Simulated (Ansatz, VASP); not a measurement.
# Si: VASP beside Ansatz

```
Si
1.0
     2.61362    0.00000    0.00000
    -1.30681    2.26346    0.00000
     0.00000    0.00000    2.48782
Si
1
Direct
  0.00000 0.00000 0.00000
```

Alike in both runs: functional PBEsol; k mesh 12 × 12 × 11; no spin polarisation.

Ansatz relaxed the structure, and its values are those at the end. VASP's run is a single point on that final structure, the one shown.

|  | VASP | Ansatz |
| --- | --- | --- |
| version | VASP 6.6.1 | Ansatz 0.2.0 |
| potentials or method | VASP PAW PBE potentials, release 64 (Si) | plane waves, PAW |
| plane-wave cutoff (eV) | 520 | 470 |
| occupations | methfessel-paxton of order 1, width 0.1 eV | cold |
| valence electrons in the cell | 4 | 4 |

|  | VASP | Ansatz | Ansatz less VASP |
| --- | --- | --- | --- |
| pressure (GPa) | 0.2 | 0.0 | -0.15 |

Caveats: the PAW data sets were made with another functional, which shifts forces and pressure a little (VASP).
